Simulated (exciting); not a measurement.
## Nd under changes of volume

One of the cells (35.352 Å³/atom); the others are scaled copies at fixed shape and fractional positions:

```
Nd
1.0
     0.00000    2.60492    2.60492
     2.60492    0.00000    2.60492
     2.60492    2.60492    0.00000
Nd
1
Direct
  0.00000 0.00000 0.00000
```

This isn't the form of Nd at room conditions, which is double hcp.

```yaml
Program: exciting (release sodium)
Functional: PBEsol
Potentials_or_basis: all-electron LAPW+lo, shipped species files, valence relativity iora*
rgkmax: 9.5
k_mesh: 9 × 9 × 9
Occupations: fermi-dirac, width 0.05 eV
Spin: collinear spin, ferromagnetic start
```

| volume (Å³/atom) | energy over the lowest point (meV/atom) | moment (μB per cell) |
| --- | --- | --- |
| 33.231 | 0.00 | 4.08 |
| 33.938 | 11.87 | 4.15 |
| 34.645 | 25.24 | 4.20 |
| 35.352 | 35.85 | 4.24 |
| 36.059 | 50.51 | 4.27 |
| 36.766 | 63.38 | 4.30 |
| 37.473 | ? | ? |

**Question.** What does the run at 37.473 Å³/atom give?

**Answer.** Energy over the lowest point 77.70 meV/atom; moment 4.32 μB per cell.

Worked out: A Birch-Murnaghan fit of order 3 (a polynomial in V^(-2/3)) to the other rows has no minimum within the range. It gives 78.01 meV/atom at 37.473 Å³/atom, against the run's 77.70. A parabola through the other rows of the moment, of slope 0.0111 μB per Å³/atom there, extrapolates to 4.31 μB, against the run's 4.32.

Energies are extrapolated to zero smearing.

Caveats: the magnetic or orbital state may not be the lowest; the free energy is that total less TS from the occupations.
